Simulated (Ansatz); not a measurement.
# InPd under changes of volume

One of the cells (17.513 Å³/atom); the others are scaled copies at fixed shape and fractional positions:

```xyz
2
Lattice="3.2719 0.0000 0.0000 0.0000 3.2719 0.0000 0.0000 0.0000 3.2719" Properties=species:S:1:pos:R:3 pbc="T T T"
In    0.0000    0.0000    0.0000
Pd    1.6359    1.6359    1.6359
```

The cell comes from a database or a generator and needn't be the stable form of this composition.

```yaml
Program: Ansatz 0.2.0
Functional: HSE06
Potentials_or_basis: Ansatz PAW
Cutoff: "420 eV (not typed: the program's choice for these potentials)"
k_mesh: 6 × 6 × 6
Occupations: fermi-dirac, width 0.05 eV
Spin: no spin polarisation
```

```csv
volume (Å³/atom),energy over the lowest point (meV/atom),pressure (GPa)
16.462,28.82,9.3
16.813,12.26,5.8
17.163,?,?
17.513,0.00,0.0
17.863,2.75,-2.4
18.214,10.43,-4.5
18.564,22.41,-6.4
```

Task: What does the run at 17.163 Å³/atom give?

Result: Energy over the lowest point 2.98 meV/atom; pressure 2.7 GPa.

Worked out: A Birch-Murnaghan fit of order 3 (a polynomial in V^(-2/3)) to the other rows has its minimum at 17.51 Å³/atom with B0 = V·E''(V) = 128 GPa and B' = 5.4. It gives 2.95 meV/atom at 17.163 Å³/atom, against the run's 2.98, and -dE/dV = 2.7 GPa, against 2.7.

Energies are extrapolated to zero smearing.

Caveats: the PAW data sets come from PBE, with cores solved anew for the run's functional, which leaves a small shift of forces and pressure; the thresholds are loose for stress.
